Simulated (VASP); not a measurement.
**KBr (strained zincblende): a PBE single-point calculation in VASP**

INCAR

```
GGA = PE
LASPH = .TRUE.
NSW = 0
SIGMA = 0.02
IBRION = -1
ENCUT = 520
EDIFF = 1E-7
ISMEAR = -1
NELM = 120
ISIF = 2
LREAL = .FALSE.
LCHARG = .FALSE.
PREC = Accurate
LWAVE = .FALSE.
NBANDS = 15
```

KPOINTS

```
KPOINTS created by Atomic Simulation Environment
0
Gamma
6 6 6
0 0 0
```

KPOINTS_OPT

```
special points
7
Reciprocal
0.0000000000 0.0000000000 0.0000000000 1
-0.5000000000 -0.5000000000 0.0000000000 1
-0.3750000000 -0.3750000000 0.2500000000 1
-0.3750000000 0.0000000000 0.3750000000 1
0.0000000000 0.0000000000 0.5000000000 1
-0.5000000000 -0.2500000000 0.2500000000 1
0.0000000000 0.1875000000 -0.1875000000 1
```

POSCAR

```
K  Br
 1.0000000000000000
     0.0000000000000000    3.8358312660000000    3.8358312660000000
     3.8358312660000000    0.0000000000000000    3.8358312660000000
     3.8358312660000000    3.8358312660000000    0.0000000000000000
 K   Br
   1   1
Cartesian
  0.0000000000000000  0.0000000000000000  0.0000000000000000
  1.9179156330000000  1.9179156330000000  1.9179156330000000
```

VASP ran with the recommended PBE PAW datasets (16 valence electrons in the cell).

Command

```
mpirun -np 1 vasp_std
```

OSZICAR

```
N       E                     dE             d eps       ncg     rms          rms(c)
DAV:   1     0.995219490902E+02    0.99522E+02   -0.61411E+03   480   0.872E+02
DAV:   2     0.208206103931E+01   -0.97440E+02   -0.89574E+02   606   0.205E+02
DAV:   3    -0.600634976873E+01   -0.80884E+01   -0.80459E+01   648   0.536E+01
DAV:   4    -0.637939506284E+01   -0.37305E+00   -0.37293E+00   822   0.101E+01
DAV:   5    -0.638067739915E+01   -0.12823E-02   -0.12823E-02   669   0.660E-01    0.276E+00
DAV:   6    -0.603509829683E+01    0.34558E+00   -0.45171E-01   634   0.265E+00    0.189E+00
DAV:   7    -0.598952417032E+01    0.45574E-01   -0.21956E-01   690   0.212E+00    0.100E+00
DAV:   8    -0.601153836724E+01   -0.22014E-01   -0.27485E-02   635   0.101E+00    0.187E-01
DAV:   9    -0.601410560781E+01   -0.25672E-02   -0.20090E-03   648   0.247E-01    0.134E-01
DAV:  10    -0.601630694720E+01   -0.22013E-02   -0.15767E-03   494   0.224E-01    0.269E-02
DAV:  11    -0.601635299966E+01   -0.46052E-04   -0.10276E-04   579   0.635E-02    0.998E-03
DAV:  12    -0.601637466308E+01   -0.21663E-04   -0.27913E-05   501   0.392E-02    0.910E-03
DAV:  13    -0.601637468971E+01   -0.26630E-07   -0.86227E-07   676   0.450E-03
   1 F= -.60163747E+01 E0= -.60163747E+01  d E =-.915644E-13
       N       E                     dE             ncg
DAV:   1    -0.307951096639E+03   -0.31260E+04      210
DAV:   2    -0.982713296624E+03   -0.67476E+03      266
DAV:   3    -0.103601849507E+04   -0.53305E+02      294
DAV:   4    -0.103896553693E+04   -0.29470E+01      353
DAV:   5    -0.103898061987E+04   -0.15083E-01      287
DAV:   6    -0.103898100967E+04   -0.38980E-03      306
DAV:   7    -0.103898101309E+04   -0.34192E-05      303
DAV:   8    -0.103898101314E+04   -0.55033E-07      264
```

From OUTCAR

```
k-points           NKPTS =     16   k-points in BZ     NKDIM =     16   number of bands    NBANDS=     15

   NELECT =      16.0000    total number of electrons

   dimension x,y,z NGX =    40 NGY =   40 NGZ =   40
   dimension x,y,z NGXF=    80 NGYF=   80 NGZF=   80

  energy-cutoff  :      520.00
  volume of cell :      112.88
      direct lattice vectors                 reciprocal lattice vectors
     0.000000000  3.835831266  3.835831266    -0.130349842  0.130349842  0.130349842
     3.835831266  0.000000000  3.835831266     0.130349842 -0.130349842  0.130349842
     3.835831266  3.835831266  0.000000000     0.130349842  0.130349842 -0.130349842

 k-points in reciprocal lattice and weights: KPOINTS created by Atomic Simulation Env
   0.00000000  0.00000000  0.00000000       0.005
   0.16666667  0.00000000  0.00000000       0.037
   0.33333333  0.00000000  0.00000000       0.037
   0.50000000  0.00000000  0.00000000       0.019
   0.16666667  0.16666667  0.00000000       0.028
   0.33333333  0.16666667  0.00000000       0.111
   0.50000000  0.16666667  0.00000000       0.111
  -0.33333333  0.16666667  0.00000000       0.111
   ...

 E-fermi :  -2.7635

 k-point     1 :       0.0000    0.0000    0.0000
  band No.  band energies     occupation
      1     -31.4835      2.00000
      2     -15.2002      2.00000
      3     -14.9651      2.00000
      4     -14.9651      2.00000
      5     -14.9651      2.00000
      6      -3.3675      2.00000
      7      -3.3675      2.00000
      8      -3.3675      2.00000
      9       0.7146      0.00000
     10       5.0319      0.00000
     11       5.0319      0.00000
     12       5.8716      0.00000
     13       5.8716      0.00000
     14       5.8716      0.00000
     15       6.3925      0.00000

 k-point     2 :       0.1667    0.0000    0.0000
  band No.  band energies     occupation
      1     -31.4833      2.00000
      2     -15.2752      2.00000
      3     -14.9660      2.00000
      4     -14.9660      2.00000
      5     -14.8858      2.00000
      6      -3.4657      2.00000
      7      -3.3666      2.00000
      8      -3.3666      2.00000
      9       1.0977      0.00000
     10       4.7998      0.00000
     11       4.7998      0.00000
     12       5.4402      0.00000
     13       5.8268      0.00000
     14       6.2391      0.00000
     15       6.2393      0.00000

 k-point     3 :       0.3333    0.0000    0.0000
  band No.  band energies     occupation
      1     -31.4830      2.00000
      2     -15.3693      2.00000
      3     -14.9678      2.00000
      4     -14.9678      2.00000
      5     -14.7833      2.00000
      6      -3.6275      2.00000
      7      -3.3653      2.00000
      8      -3.3653      2.00000
      9       1.9899      0.00000
     10       4.1977      0.00000
     11       4.6289      0.00000
     12       4.6289      0.00000
     13       5.8187      0.00000
     14       6.0438      0.00000
     15       6.0438      0.00000

 k-point     4 :       0.5000    0.0000    0.0000
  band No.  band energies     occupation
      1     -31.4828      2.00000
      2     -15.4054      2.00000
      3     -14.9687      2.00000
      4     -14.9687      2.00000
      5     -14.7431      2.00000
      6      -3.6952      2.00000
      7      -3.3648      2.00000
      8      -3.3648      2.00000
      9       2.8179      0.00000
     10       3.2757      0.00000
     11       4.6071      0.00000
     12       4.6071      0.00000
     13       5.9037      0.00000
     14       5.9037      0.00000
     15       6.2070      0.00000

 k-point     5 :       0.1667    0.1667    0.0000
  band No.  band energies     occupation
      1     -31.4832      2.00000
      2     -15.2937      2.00000
      3     -14.9673      2.00000
      4     -14.9673      2.00000
      5     -14.8639      2.00000
      6      -3.4807      2.00000
      7      -3.3738      2.00000
      8      -3.3738      2.00000
      9       1.2240      0.00000
     10       4.2803      0.00000
     11       5.2310      0.00000
     12       5.5546      0.00000
     13       6.1053      0.00000
     14       6.1053      0.00000
     15       6.2536      0.00000

 k-point     6 :       0.3333    0.1667    0.0000
  band No.  band energies     occupation
      1     -31.4830      2.00000
      2     -15.3683      2.00000
      3     -14.9699      2.00000
      4     -14.9693      2.00000
      5     -14.7807      2.00000
      6      -3.5946      2.00000
      7      -3.3886      2.00000
      8      -3.3760      2.00000
      9       1.9349      0.00000
     10       3.9148      0.00000
     11       4.7177      0.00000
     12       5.1272      0.00000
     13       5.9343      0.00000
     14       6.0382      0.00000
     15       6.2388      0.00000

 k-point     7 :       0.5000    0.1667    0.0000
  band No.  band energies     occupation
      1     -31.4827      2.00000
      2     -15.4149      2.00000
      3     -14.9731      2.00000
      4     -14.9700      2.00000
      5     -14.7271      2.00000
      6      -3.6578      2.00000
      7      -3.4209      2.00000
      8      -3.3714      2.00000
      9       2.8319      0.00000
     10       3.3817      0.00000
     11       4.3625      0.00000
     12       4.8218      0.00000
     13       5.9964      0.00000
     14       6.0419      0.00000
     15       6.2502      0.00000

 k-point     8 :      -0.3333    0.1667    0.0000
  band No.  band energies     occupation
      1     -31.4828      2.00000
      2     -15.4039      2.00000
      3     -14.9736      2.00000
      4     -14.9688      2.00000
      5     -14.7398      2.00000
      6      -3.6340      2.00000
      7      -3.4316      2.00000
      8      -3.3642      2.00000
      9       2.5394      0.00000
     10       3.7288      0.00000
     11       4.4696      0.00000
     12       4.5353      0.00000
     13       6.0306      0.00000
     14       6.1512      0.00000
     15       6.2035      0.00000

 k-point     9 :      -0.1667    0.1667    0.0000
  band No.  band energies     occupation
      1     -31.4831      2.00000
      2     -15.3415      2.00000
      3     -14.9700      2.00000
      4     -14.9667      2.00000
      5     -14.8116      2.00000
      6      -3.5502      2.00000
      7      -3.3990      2.00000
      8      -3.3616      2.00000
      9       1.6485      0.00000
     10       4.4913      0.00000
     11       4.5055      0.00000
     12       4.9489      0.00000
     13       5.9674      0.00000
     14       6.1866      0.00000
     15       6.2887      0.00000

 k-point    10 :       0.3333    0.3333    0.0000
  band No.  band energies     occupation
      1     -31.4828      2.00000
      2     -15.4038      2.00000
      3     -14.9717      2.00000
      4     -14.9717      2.00000
      5     -14.7387      2.00000
      6      -3.6527      2.00000
      7      -3.3853      2.00000
      8      -3.3853      2.00000
      9       2.2927      0.00000
     10       3.5883      0.00000
     11       4.5549      0.00000
     12       5.7542      0.00000
     13       5.8829      0.00000
     14       5.8829      0.00000
     15       6.4632      0.00000

 k-point    11 :       0.5000    0.3333    0.0000
  band No.  band energies     occupation
      1     -31.4826      2.00000
      2     -15.4349      2.00000
      3     -14.9753      2.00000
      4     -14.9726      2.00000
      5     -14.7009      2.00000
      6      -3.6709      2.00000
      7      -3.4322      2.00000
      8      -3.3843      2.00000
      9       2.6789      0.00000
     10       3.6015      0.00000
     11       4.4459      0.00000
     12       5.3548      0.00000
     13       5.8048      0.00000
     14       6.1151      0.00000
     15       6.1595      0.00000

 k-point    12 :      -0.3333    0.3333    0.0000
  band No.  band energies     occupation
      1     -31.4826      2.00000
      2     -15.4343      2.00000
      3     -14.9780      2.00000
      4     -14.9711      2.00000
      5     -14.7003      2.00000
      6      -3.5928      2.00000
      7      -3.5276      2.00000
      8      -3.3739      2.00000
      9       2.9201      0.00000
     10       3.5733      0.00000
     11       4.3203      0.00000
     12       4.8344      0.00000
     13       5.7614      0.00000
     14       6.2640      0.00000
     15       6.3878      0.00000

 k-point    13 :       0.5000    0.5000    0.0000
  band No.  band energies     occupation
      1     -31.4826      2.00000
      2     -15.4452      2.00000
      3     -14.9738      2.00000
      4     -14.9738      2.00000
      5     -14.6899      2.00000
      6      -3.7189      2.00000
      7      -3.3905      2.00000
      8      -3.3905      2.00000
      9       2.5803      0.00000
     10       3.6335      0.00000
     11       4.8160      0.00000
     12       5.5696      0.00000
     13       5.7443      0.00000
     14       5.7443      0.00000
     15       6.1541      0.00000

 ...

  Total       -0.4658078     -0.4658078     -0.4658078      0.0000000      0.0000000      0.0000000
  in kB       -6.6116346     -6.6116346     -6.6116346      0.0000000      0.0000000      0.0000000
  external PRESSURE =      -6.6116346 kB  Pullay stress =       0.0000000 kB

 POSITION                                       TOTAL-FORCE (eV/Angst)
 -----------------------------------------------------------------------------------
      0.00000      0.00000      0.00000        -0.000000     -0.000000     -0.000000
      1.91792      1.91792      1.91792         0.000000      0.000000      0.000000
 -----------------------------------------------------------------------------------
    total drift:                                0.000000      0.000000      0.000000

  FREE ENERGIE OF THE ION-ELECTRON SYSTEM (eV)
  ---------------------------------------------------
  free  energy   TOTEN  =        -6.0163746897 eV

  energy  without entropy=       -6.0163746897  energy(sigma->0) =       -6.01637469
```

```yaml
gap_between_bands_v_and_c: 4.08 eV
least_direct_gap: 4.08 eV
pressure: -0.7 GPa
```

Band v is the last that the valence electrons fill when counted band by band, and c is the next.

The run took about 34 s on one core of a shared host (Intel Xeon Platinum 8488C) and held 0.24 GiB at most.
